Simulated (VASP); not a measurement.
# Ge (Fd-3m) in VASP: notebook

Runs on Ge. Level: PBE. Tasks: single point.

Everything below comes from runs of VASP 6.6.1. Logs are shortened: lines on timing, memory, paths and dates and some standing lists are left out, and cuts for length are marked.

**Experimental background.**

“Electronic and optical properties of SixGe1-x-ySny alloys lattice-matched to Ge”, 2021, arxiv:2109.02782 reports, for a bulk crystal of Ge at 293 K: band gap 0.666 eV (indirect).

The results are compared with them further down.

### Step 1. The crystal as given

It takes space group Fd-3m (No. 227, cubic). Conventional cell: a = 5.658 Å, b = 5.658 Å, c = 5.658 Å, α = 90.00°, β = 90.00°, γ = 90.00°. Ge (site symmetry -43m) is surrounded by 4 Ge at 2.45 Å.

### Step 2. Single point, PBE

The input, INCAR:

```
SYSTEM = Ge
PREC = Accurate
ENCUT = 520
EDIFF = 1E-6
ISMEAR = 0
SIGMA = 0.03
LREAL = .FALSE.
LASPH = .TRUE.
NELM = 100
ALGO = Fast
ISIF = 2
LWAVE = .FALSE.
LCHARG = .FALSE.
GGA = PE
```

The input, KPOINTS:

```
regular mesh
0
G
  8 8 8
  0 0 0
```

The input, POSCAR:

```
Ge
1.0
    0.0000000000      2.8289100000      2.8289100000
    2.8289100000      0.0000000000      2.8289100000
    2.8289100000      2.8289100000      0.0000000000
Ge
2
Direct
    0.7500000000      0.7500000000      0.7500000000
    0.5000000000      0.5000000000      0.5000000000
```

Potentials or basis: VASP PAW PBE potentials, release 64 (Ge_d).

Launch:

```bash
> cat potpaw_PBE.64/Ge_d/POTCAR > POTCAR
> mpirun -np 1 vasp_std > vasp.out
```

OUTCAR:

```text
SYSTEM = Ge
   PREC = Accurate
   ENCUT = 520
   EDIFF = 1E-6
   ISMEAR = 0
   LREAL = .FALSE.
   LASPH = .TRUE.
   NELM = 100
   ISIF = 2
   GGA = PE

 ion  position               nearest neighbor table
   1  0.750  0.750  0.750-   2 2.45   2 2.45   2 2.45   2 2.45
   2  0.500  0.500  0.500-   1 2.45   1 2.45   1 2.45   1 2.45

  LATTYP: Found a face centered cubic cell.
 ALAT       =     5.6578200000

  Lattice vectors:

 A1 = (   0.0000000000,   2.8289100000,   2.8289100000)
 A2 = (   2.8289100000,   0.0000000000,   2.8289100000)
 A3 = (   2.8289100000,   2.8289100000,   0.0000000000)

Analysis of symmetry for initial positions (statically):
=====================================================================
 Subroutine PRICEL returns:
 Original cell was already a primitive cell.

 Routine SETGRP: Setting up the symmetry group for a
 face centered cubic supercell.

 Subroutine GETGRP returns: Found 48 space group operations
 (whereof 24 operations were pure point group operations)
 out of a pool of 48 trial point group operations.

The static configuration has the point symmetry T_d .
 The point group associated with its full space group is O_h .

Analysis of symmetry for dynamics (positions and initial velocities):
=====================================================================
 Subroutine PRICEL returns:
 Original cell was already a primitive cell.

 Routine SETGRP: Setting up the symmetry group for a
 face centered cubic supercell.

 Subroutine GETGRP returns: Found 48 space group operations
 (whereof 24 operations were pure point group operations)
 out of a pool of 48 trial point group operations.

The dynamic configuration has the point symmetry T_d .
 The point group associated with its full space group is O_h .

 Subroutine INISYM returns: Found 48 space group operations
 (whereof 24 operations are pure point group operations),
 and found     1 'primitive' translations

----------------------------------------------------------------------------------------

                                     Primitive cell

  volume of cell :      45.2780

  direct lattice vectors                    reciprocal lattice vectors
     0.000000000  2.828910000  2.828910000    -0.176746521  0.176746521  0.176746521
     2.828910000  0.000000000  2.828910000     0.176746521 -0.176746521  0.176746521
     2.828910000  2.828910000  0.000000000     0.176746521  0.176746521 -0.176746521

  length of vectors
     4.000682889  4.000682889  4.000682889     0.306133954  0.306133954  0.306133954

  position of ions in fractional coordinates (direct lattice)
[... 82 lines left out ...]
   NSW    =      0    number of steps for IOM
   IBRION =     -1    ionic relax: 0-MD 1-quasi-New 2-CG
   NFREE  =      0    steps in history (QN), initial steepest desc. (CG)
   ISIF   =      2    stress and relaxation
   ISYM   =      2    0-nonsym 1-usesym 2-fastsym
   POTIM  = 0.5000    time-step for ionic-motion
   TEBEG  =    0.0;   TEEND  =   0.0 temperature during run
   PSTRESS=    0.0 pullay stress
   NELECT =      28.0000    total number of electrons
   NUPDOWN=      -1.0000    fix difference up-down
   EMIN   =  10.00;   EMAX   =-10.00  energy-range for DOS
   EFERMI =   0.00;   METHOD = LEGACY
   ISMEAR =     0;   SIGMA  =   0.03  broadening in eV -4-tet -1-fermi 0-gaus
   EFERMI_NEDOS =   21; number of points for ismear=-14 and -15
   IALGO  =     68    algorithm
   IMIX   =      4    mixing-type and parameters
     AMIX     =   0.40;   BMIX     =  1.00
     AMIX_MAG =   1.60;   BMIX_MAG =  1.00
  volume/ion in A,a.u.               =      22.64       152.78
  Fermi-wavevector in a.u.,A,eV,Ry     =   1.394756  2.635708 26.468033  1.945346
  Thomas-Fermi vector in A             =   2.518275
   LORBIT       =      0    0 simple, 1 ext, 2 COOP (PROOUT), +10 PAW based schemes
   GGA     = PE    functional components
   LHFCALC =     F    Hartree Fock is set to
   AEXX    =    0.0000 exact exchange contribution
   IVDW    =     0    specifies the selected vdW correction
   LEPSILON=     F    determine dielectric tensor
   LRPA    =     F    only Hartree local field effects (RPA)
 non-spin polarized calculation
 RMM-DIIS sequential band-by-band and
 Gauss-broadening in eV      SIGMA  =   0.03
  energy-cutoff  :      520.00
  volume of cell :       45.28
 maximum number of plane-waves:      1243
 NGX is ok and might be reduce to    30
   NGX = 15   NGY = 15   NGZ = 15

 number of electron      28.0000022 magnetization

 Free energy of the ion-electron system (eV)
  ---------------------------------------------------
  ext. energy  EPLUGINS =         0.00000000
  ---------------------------------------------------
  free energy    TOTEN  =        -8.99886390 eV

  energy without entropy =       -8.99878614  energy(sigma->0) =       -8.99882502

 E-fermi :   5.0205     XC(G=0):  -9.9228

 val. band max:        4.9947127644   @ k =   0.0000   0.0000   0.0000
 cond. band min:       5.0293512313   @ k =   0.0000   0.0000   0.0000
 fundamental gap:      0.0346384669
 Fermi energy:         5.0204515191

 k-point     1 :       0.0000    0.0000    0.0000
  band No.  band energies     occupation
      1     -19.8208      2.00000
      2     -19.8208      2.00000
      3     -19.8208      2.00000
      4     -19.7847      2.00000
      5     -19.7847      2.00000
      6     -19.5742      2.00000
[... 481 lines left out ...]
      5     -19.7087      2.00000
      6     -19.6541      2.00000
[... 10 lines left out ...]
     17      10.7900      0.00000
     18      11.9474      0.00000

 [... further k-points ...]

------------------------ aborting loop because EDIFF is reached ----------------------------------------

  FORCE on cell =-STRESS in cart. coord.  units (eV):
  Direction    XX          YY          ZZ          XY          YZ          ZX
  --------------------------------------------------------------------------------------
  -------------------------------------------------------------------------------------
  Total        1.0055585      1.0055585      1.0055585      0.0000000      0.0000000     -0.0000000
  in kB       35.5820152     35.5820152     35.5820152      0.0000000      0.0000000     -0.0000000
  external PRESSURE =      35.5820152 kB  Pullay stress =       0.0000000 kB

 VOLUME and BASIS-vectors are now :
 -----------------------------------------------------------------------------
  energy-cutoff  :      520.00
  volume of cell :       45.28
      direct lattice vectors                 reciprocal lattice vectors
     0.000000000  2.828910000  2.828910000    -0.176746521  0.176746521  0.176746521
     2.828910000  0.000000000  2.828910000     0.176746521 -0.176746521  0.176746521
     2.828910000  2.828910000  0.000000000     0.176746521  0.176746521 -0.176746521

 POSITION                                       TOTAL-FORCE (eV/Angst)
 -----------------------------------------------------------------------------------
      4.24336      4.24336      4.24336         0.000000      0.000000      0.000000
      2.82891      2.82891      2.82891        -0.000000     -0.000000     -0.000000
 -----------------------------------------------------------------------------------
    total drift:                                0.000000     -0.000000     -0.000000

  FREE ENERGIE OF THE ION-ELECTRON SYSTEM (eV)
  ---------------------------------------------------
  free  energy   TOTEN  =        -8.9988639018 eV

  energy  without entropy=       -8.9987861353  energy(sigma->0) =       -8.99882502
```

stdout:

```text
POSCAR found type information on POSCAR Ge
 POSCAR found :  1 types and       2 ions
 scaLAPACK will be used
 LDA part: xc-table for (Slater+PW92), standard interpolation
 POSCAR, INCAR and KPOINTS ok, starting setup
 FFT: planning ... GRIDC
 FFT: planning ... GRID_SOFT
 FFT: planning ... GRID
 WAVECAR not read
 entering main loop
```

It took 15 s on 1 thread of Intel Xeon Platinum 8488C (Sapphire Rapids), shared host; peak memory 0.15 GiB.

Results:

```
Free energy            : -8.9989 eV
Pressure               : 3.6 GPa
Band gap on the k mesh : 0.03 eV, direct
```

### Step 3. Single point, PBE

The input, INCAR:

```
PREC = Accurate
ENCUT = 520
EDIFF = 1E-7
ISMEAR = 0
SIGMA = 0.016
LREAL = F
LASPH = T
NELM = 100
ALGO = Normal
ISIF = 2
LWAVE = F
LCHARG = F
GGA = PE
```

The input, KPOINTS:

```
Automatic mesh
0
Gamma
  8 8 8
```

POSCAR is that of step 2.

Potentials or basis: VASP PAW PBE potentials, release 64 (Ge_d).

Launch:

```bash
> cat potpaw_PBE.64/Ge_d/POTCAR > POTCAR
> mpirun -np 1 vasp_std > vasp.out
```

Run time: 20 s. Hardware: 1 thread of Intel Xeon Platinum 8488C (Sapphire Rapids), shared host; peak memory 0.16 GiB.

Results (log left out):

| Item | Value |
| --- | --- |
| Free energy | -8.9988 eV |
| Pressure | 3.5 GPa |
| Band gap on the k mesh | 0.03 eV, direct |

Levels at points of the mesh, in eV from the valence-band top:
```csv
k point,band 11,band 12,band 13,band 14,band 15,band 16,band 17,band 18
"(0.00, 0.00, 0.00)",-12.77,0.00,0.00,0.00,0.03,2.55,2.55,2.55
"(0.50, 0.00, 0.00)",-10.68,-7.60,-1.41,-1.41,0.18,3.75,3.75,7.13
"(0.50, 0.50, 0.00)",-8.89,-8.89,-3.07,-3.07,0.75,0.75,9.52,9.52
```

### Step 4. Against experiment

Step 2. A measured gap of Ge is 0.666 eV (indirect; 293 K; “Electronic and optical properties of SixGe1-x-ySny alloys lattice-matched to Ge”, 2021, arxiv:2109.02782); the calculated 0.03 eV misses it by -0.63 eV. 3 values of this kind are on record (0.666 to 0.807 eV); this one was drawn at random among those near their median. Spin-orbit coupling on Ge is left out. The value is that of PBE on a finite k mesh, which can miss the band edges, without temperature or zero-point motion. Semilocal functionals fall short of measured gaps as a rule.

Step 3. Against the measured gap of Ge, 0.666 eV (indirect; 293 K; “Electronic and optical properties of SixGe1-x-ySny alloys lattice-matched to Ge”, 2021, arxiv:2109.02782), the calculated 0.03 eV is off by -0.63 eV. 3 values of this kind are on record (0.666 to 0.807 eV); this one was drawn at random among those near their median. Spin-orbit coupling on Ge is left out. The value is that of PBE on a finite k mesh, which can miss the band edges, without temperature or zero-point motion. Semilocal functionals fall short of measured gaps as a rule.
